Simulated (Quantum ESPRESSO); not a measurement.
**CdSe (Cadmoselite): equation of state with SCAN+D3(BJ)**

CdSe (Cadmoselite):

```
CELL_PARAMETERS angstrom
4.30000 0.00000 0.00000
-2.15000 3.72391 0.00000
0.00000 0.00000 7.02000
ATOMIC_POSITIONS crystal
Cd 0.66667 0.33333 0.50000
Cd 0.33333 0.66667 0.00000
Se 0.66667 0.33333 0.88500
Se 0.33333 0.66667 0.38500
```

| Quantity | Value |
| --- | --- |
| Program | Quantum ESPRESSO 7.5 |
| Task | equation of state |
| Functional | SCAN |
| Dispersion | D3(BJ) |
| Potentials or basis | SG15 PBE 1.2 |
| Cutoff | 952 eV |
| Density cutoff | 3810 eV |
| k mesh | 5 × 5 × 3 |
| Occupations | fermi-dirac, width 0.05 eV |
| Spin | no spin polarisation |
| Symmetry | off |
| Mixing beta | 0.5 |
| Most SCF iterations | 120 |
| SCF threshold | 1e-08 Ry |

```json
{
 "Equilibrium volume": "28.57 Å³/atom",
 "Bulk modulus at fixed shape and positions": "54 GPa",
 "Pressure derivative of the bulk modulus": "4.6"
}
```

Energy against volume, from the lowest point:
| volume (Å³/atom) | energy (meV/atom) |
| --- | --- |
| 26.416 | 31.33 |
| 26.978 | 16.41 |
| 27.540 | 6.57 |
| 28.102 | 1.25 |
| 28.665 | 0.00 |
| 29.227 | 2.39 |
| 29.789 | 8.04 |

All runs of the series together: 34 min on 2 threads of Intel(R) Xeon(R) 6975P-C (Granite Rapids), on a shared host.

Caveat: the potentials were made for another functional, which shifts forces and pressure; the cell was scaled at fixed shape and fractional positions, which overstates the stiffness of a crystal with free parameters, most of all of layers and chains.
